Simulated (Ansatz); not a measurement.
**Band edges of RbBr (Fm-3m)**

```
Rb Br
1.0
     0.00000    3.42492    3.42492
     3.42492    0.00000    3.42492
     3.42492    3.42492    0.00000
Rb Br
1 1
Direct
  0.00000 0.00000 0.00000
  0.50000 0.50000 0.50000
```

Conventional cell: a = 6.850 Å, b = 6.850 Å, c = 6.850 Å, α = 90.00°, β = 90.00°, γ = 90.00°. Rb (atom 1) is surrounded by 6 Br at 3.42 Å. Around Br (atom 2) lie 6 Rb at 3.42 Å.

Level of theory, where no other is named: PBEsol, all-electron LAPW in Ansatz 0.2.0, with spin-orbit coupling. k mesh 6×6×6, fixed occupations, basis error target 1 meV/atom. The cell was relaxed by PAW under this functional.

Extrema are searched on a 8×8×8 mesh and refined by Newton steps; masses come from band slopes 0.005 Å⁻¹ away, 1/m* = (1/ħ²) d²E/dk², negative for holes (the finite step makes the lightest masses up to about 3 % heavy). k is in units of the reciprocal vectors.

Where are the band edges, and is the gap direct?

The valence maximum lies at Gamma (0.000, 0.000, 0.000) and the conduction minimum at Gamma (0.000, 0.000, 0.000), so the Kohn-Sham gap of 4.056 eV is direct.

What are the electron masses at the edge?

The principal masses are 0.363, 0.363, 0.363 mₑ. One valley has a density-of-states mass (m₁m₂m₃)^(1/3) = 0.363; the direction-averaged conductivity mass 3/Σ(1/mᵢ) is 0.363 mₑ.

Several bands lie at or near the hole edge, or its surface isn't an ellipsoid. What are the masses by direction?

| direction | branch from the edge (spin pairs averaged) | its level at the point (eV from the edge) | m*/mₑ |
| --- | --- | --- | --- |
| 100 | 1 | 0.000 | -5.06 |
| 100 | 2 | 0.000 | -0.712 |
| 100 | 3 | -0.502 | -1.51 |
| 110 | 1 | 0.000 | -2.77 |
| 110 | 2 | 0.000 | -0.806 |
| 110 | 3 | -0.502 | -1.51 |
| 111 | 1 | 0.000 | -2.32 |
| 111 | 2 | 0.000 | -0.854 |
| 111 | 3 | -0.502 | -1.51 |
| 11-2 | 1 | 0.000 | -2.77 |
| 11-2 | 2 | 0.000 | -0.806 |
| 11-2 | 3 | -0.502 | -1.51 |

What gap does PAW give in the same cell?

4.055 eV, -1 meV from the LAPW value.

What does spin-orbit coupling change?

The gap goes from 4.219 to 4.056 eV. The valence levels at the maximum lie at 0.000, 0.000, -0.502 eV (pairs).

Cells strained by ±0.5 % (all lengths, zz alone, equal engineering shears γ in yz, zx, xy; ions relaxed) give deformation potentials. How do the edge levels move, in eV per unit strain against the centre of the top valence set?

```csv
point,k,side,bands,level (eV),d/dlnV,d/dε_zz,d/dγ,split/ε_zz,split/γ
Gamma,0.00 0.00 0.00,valence,4,0.000,0.00,0.00,0.00*,0.86,1.61
Gamma,0.00 0.00 0.00,conduction,2,4.056,-2.23,-2.23,0.00*,–,–
X,-0.50 0.00 -0.50,valence,2,-0.162,0.03,-0.40,0.00*,–,–
X,-0.50 0.00 -0.50,conduction,2,5.339,1.30,0.95,0.00*,–,–
X,-0.50 -0.50 0.00,valence,2,-0.162,0.03,0.88,0.00*,–,–
X,-0.50 -0.50 0.00,conduction,2,5.339,1.30,1.98,0.00*,–,–
L,-0.50 0.00 0.00,valence,2,-0.382,0.96,0.96,-0.73,–,–
L,-0.50 0.00 0.00,conduction,2,6.513,-2.31,-2.31,0.21,–,–
L,-0.50 -0.50 -0.50,valence,2,-0.382,0.96,0.96,2.20,–,–
L,-0.50 -0.50 -0.50,conduction,2,6.513,-2.31,-2.31,-0.63,–,–
```

The quartet at Γ splits by 2|b|ε_zz and by 2√3|d|(γ/2), so |b| = 0.43 eV and |d| = 0.93 eV.

Sets with another level within 0.15 eV are left out, since it mixes in under strain; the reference set stays in any case. Entries marked * vanish by symmetry to first order; what they show is the residue of the finite step. These cells use a basis error target of 0.5 meV/atom.

Limits of these numbers: semilocal gaps are low, and what follows the gap (onsets, screening, light masses) shifts with it; the frozen-core PAW files of the compared runs were fitted under PBE, their cores solved anew for this functional.
